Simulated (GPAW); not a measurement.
Crystal: Ca.

```
CELL_PARAMETERS angstrom
0.00000 2.79420 2.79420
2.79420 0.00000 2.79420
2.79420 2.79420 0.00000
ATOMIC_POSITIONS crystal
Ca 0.00000 0.00000 0.00000
```

Base run:

| Quantity | Value |
| --- | --- |
| Program | GPAW 26.7.0 |
| Functional | revPBE |
| Potentials or basis | the program's PAW data sets (release 1.2.1) made for this functional |
| Cutoff | 600 eV |
| Basis | pw |
| k mesh | 8 × 8 × 8 |
| Occupations | fermi-dirac, width 0.05 eV |
| Spin | no spin polarisation |

Its results: band gap on the k mesh none (metal or under the smearing width); pressure 0.2 GPa.

Q: After a change of settings the same cell gave: band gap on the k mesh none (metal or under the smearing width); pressure -0.8 GPa. Which change was it?
A. functional from revPBE to RPBE
B. functional from revPBE to AM05; potentials or basis from the program's PAW data sets (release 1.2.1) made for this functional to PAW data sets generated in the run's folder for this functional
C. functional from revPBE to LDA

A: B.

Runs at the PBE level aren't shown here.
